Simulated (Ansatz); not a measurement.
**Eigenvalues along a path: TlBr**

```yaml
crystal:
  lattice:
    - [4.05275, 0.00000, 0.00000]
    - [0.00000, 4.05275, 0.00000]
    - [0.00000, 0.00000, 4.05275]
  atoms:
    - { symbol: Tl, position: [0.00000, 0.00000, 0.00000] }
    - { symbol: Br, position: [0.50000, 0.50000, 0.50000] }
```

The cell comes from a relaxation on PAW files under the same functional, begun from a database entry that needn't be the ground state.

All numbers are PBE results (non-relativistic) from Ansatz 0.2.0, with a Γ-centred 7×7×7 k mesh, Fermi–Dirac smearing of 0.02 eV, no spin polarisation. Methods: LAPW: all electrons, basis error target 0.5 meV/atom.

This run: no relativity.

Path points, in fractions of the reciprocal vectors: Γ (0.000, 0.000, 0.000), X (0.000, 0.500, 0.000), M (0.500, 0.500, 0.000), R (0.500, 0.500, 0.500). The distance column jumps between branches of the path. Levels in eV from the valence-band top; bands 21 to 34, counted from the lowest band of the run. The gap is 0.53 eV, the pressure 1.01 GPa.

```
# k(1/Å) point b21 b22 b23 b24 b25 b26 b27 b28 b29 b30 b31 b32 b33 b34
0.000 Γ -14.24 -13.92 -13.92 -13.80 -13.80 -13.80 -3.95 -2.59 -2.59 -2.59 5.22 5.22 5.82 5.82
0.097 - -14.23 -13.92 -13.92 -13.81 -13.81 -13.80 -4.06 -2.58 -2.58 -2.49 4.93 5.25 5.77 5.77
0.194 - -14.21 -13.92 -13.91 -13.81 -13.81 -13.80 -4.31 -2.54 -2.54 -2.25 4.36 5.33 5.61 5.61
0.291 - -14.17 -13.92 -13.89 -13.82 -13.82 -13.80 -4.63 -2.47 -2.47 -1.95 3.67 5.37 5.37 5.47
0.388 - -14.13 -13.92 -13.88 -13.82 -13.82 -13.80 -4.94 -2.39 -2.39 -1.60 2.95 5.10 5.10 5.65
0.484 - -14.09 -13.92 -13.86 -13.83 -13.83 -13.80 -5.21 -2.31 -2.31 -1.22 2.23 4.83 4.83 5.88
0.581 - -14.06 -13.92 -13.84 -13.83 -13.83 -13.80 -5.42 -2.23 -2.23 -0.79 1.54 4.61 4.61 6.13
0.678 - -14.03 -13.92 -13.84 -13.84 -13.83 -13.80 -5.55 -2.18 -2.18 -0.33 0.92 4.46 4.46 6.36
0.775 X -14.02 -13.92 -13.84 -13.84 -13.83 -13.80 -5.60 -2.16 -2.16 0.00 0.53 4.41 4.41 6.47
0.872 - -14.05 -13.91 -13.84 -13.83 -13.81 -13.80 -5.57 -2.29 -2.16 -0.08 0.67 4.30 4.45 6.54
0.969 - -14.09 -13.91 -13.84 -13.83 -13.81 -13.75 -5.47 -2.60 -2.15 -0.31 1.02 4.07 4.56 6.72
1.066 - -14.14 -13.90 -13.84 -13.82 -13.81 -13.68 -5.32 -2.98 -2.13 -0.67 1.48 3.82 4.76 6.93
1.163 - -14.18 -13.89 -13.83 -13.82 -13.81 -13.61 -5.11 -3.35 -2.11 -1.12 1.96 3.64 5.02 7.01
1.260 - -14.21 -13.88 -13.83 -13.82 -13.80 -13.54 -4.84 -3.68 -2.09 -1.62 2.44 3.51 5.33 6.83
1.357 - -14.23 -13.87 -13.83 -13.83 -13.79 -13.49 -4.54 -3.92 -2.12 -2.07 2.89 3.43 5.66 6.47
1.453 - -14.25 -13.87 -13.83 -13.83 -13.78 -13.46 -4.26 -4.08 -2.52 -2.06 3.24 3.39 5.95 6.13
1.550 M -14.25 -13.87 -13.83 -13.83 -13.77 -13.44 -4.13 -4.13 -2.70 -2.05 3.37 3.37 5.98 6.07
1.687 - -14.24 -13.87 -13.83 -13.83 -13.78 -13.47 -4.32 -4.08 -2.36 -2.06 3.11 3.41 5.85 6.25
1.824 - -14.22 -13.88 -13.83 -13.83 -13.80 -13.53 -4.62 -3.94 -2.09 -1.68 2.57 3.52 5.46 6.78
1.961 - -14.18 -13.89 -13.82 -13.82 -13.82 -13.62 -4.81 -3.72 -2.16 -1.03 2.18 3.68 5.19 7.16
2.098 - -14.16 -13.89 -13.85 -13.82 -13.82 -13.72 -4.85 -3.44 -2.25 -0.83 2.34 3.90 5.12 6.99
2.236 - -14.16 -13.90 -13.88 -13.81 -13.81 -13.78 -4.72 -3.14 -2.37 -1.18 3.14 4.18 5.24 6.45
2.373 - -14.19 -13.91 -13.90 -13.81 -13.81 -13.81 -4.47 -2.86 -2.48 -1.76 4.16 4.51 5.47 5.99
2.510 - -14.22 -13.92 -13.92 -13.81 -13.81 -13.81 -4.14 -2.67 -2.57 -2.32 4.90 4.99 5.72 5.77
2.647 Γ -14.24 -13.92 -13.92 -13.80 -13.80 -13.80 -3.95 -2.59 -2.59 -2.59 5.22 5.22 5.82 5.82
2.814 - -14.22 -13.91 -13.91 -13.81 -13.81 -13.81 -4.20 -2.65 -2.65 -2.17 4.90 4.90 5.26 6.26
2.982 - -14.17 -13.90 -13.90 -13.81 -13.81 -13.79 -4.55 -2.80 -2.80 -1.39 4.24 4.40 4.40 6.97
3.150 - -14.15 -13.88 -13.88 -13.82 -13.82 -13.73 -4.71 -2.98 -2.98 -0.82 3.59 3.76 3.76 7.63
3.318 - -14.14 -13.85 -13.85 -13.84 -13.84 -13.64 -4.63 -3.14 -3.14 -0.82 2.97 2.97 3.67 8.24
3.486 - -14.12 -13.85 -13.85 -13.82 -13.82 -13.58 -4.32 -3.24 -3.24 -1.19 2.15 2.15 3.75 8.42
3.654 - -14.05 -13.86 -13.86 -13.80 -13.80 -13.58 -3.84 -3.27 -3.27 -1.48 1.44 1.44 2.83 8.85
3.821 - -13.95 -13.87 -13.87 -13.78 -13.78 -13.66 -3.40 -3.26 -3.26 -1.39 0.96 0.96 1.52 9.98
3.989 R -13.88 -13.88 -13.88 -13.77 -13.77 -13.73 -3.25 -3.25 -3.25 -1.10 0.78 0.78 0.78 10.66
4.126 - -13.93 -13.87 -13.87 -13.78 -13.78 -13.67 -3.35 -3.30 -3.22 -1.34 0.87 0.96 1.28 10.15
4.263 - -14.02 -13.87 -13.86 -13.79 -13.78 -13.60 -3.67 -3.38 -3.12 -1.57 1.11 1.42 2.33 9.16
4.400 - -14.10 -13.86 -13.85 -13.82 -13.79 -13.56 -4.14 -3.41 -2.97 -1.53 1.52 1.93 3.51 8.26
4.537 - -14.14 -13.86 -13.85 -13.84 -13.80 -13.57 -4.62 -3.32 -2.77 -1.29 2.06 2.20 4.57 7.87
4.674 - -14.14 -13.87 -13.85 -13.82 -13.81 -13.61 -5.04 -3.08 -2.56 -0.92 1.97 2.72 5.10 7.60
4.811 - -14.12 -13.90 -13.84 -13.82 -13.81 -13.70 -5.35 -2.72 -2.36 -0.50 1.40 3.44 4.96 7.00
4.948 - -14.06 -13.91 -13.84 -13.83 -13.80 -13.79 -5.54 -2.35 -2.22 -0.15 0.80 4.10 4.58 6.61
5.086 X -14.02 -13.92 -13.84 -13.84 -13.83 -13.80 -5.60 -2.16 -2.16 0.00 0.53 4.41 4.41 6.47
6.182 R -13.88 -13.88 -13.88 -13.77 -13.77 -13.73 -3.25 -3.25 -3.25 -1.10 0.78 0.78 0.78 10.66
6.279 - -13.91 -13.87 -13.87 -13.78 -13.77 -13.69 -3.30 -3.30 -3.22 -1.25 0.88 0.88 1.01 10.34
6.376 - -13.98 -13.87 -13.87 -13.79 -13.77 -13.64 -3.42 -3.42 -3.11 -1.56 1.13 1.13 1.56 9.60
6.472 - -14.05 -13.86 -13.86 -13.80 -13.77 -13.58 -3.58 -3.58 -2.93 -1.88 1.52 1.52 2.28 8.73
6.569 - -14.12 -13.85 -13.85 -13.82 -13.77 -13.53 -3.75 -3.75 -2.71 -2.17 1.98 1.98 3.11 7.87
6.666 - -14.17 -13.84 -13.84 -13.84 -13.77 -13.49 -3.91 -3.91 -2.48 -2.40 2.47 2.47 4.00 7.11
6.763 - -14.21 -13.86 -13.84 -13.84 -13.77 -13.47 -4.03 -4.03 -2.57 -2.26 2.92 2.92 4.90 6.51
6.860 - -14.24 -13.87 -13.83 -13.83 -13.77 -13.45 -4.10 -4.10 -2.67 -2.11 3.25 3.25 5.70 6.12
6.957 M -14.25 -13.87 -13.83 -13.83 -13.77 -13.44 -4.13 -4.13 -2.70 -2.05 3.37 3.37 5.98 6.07
```
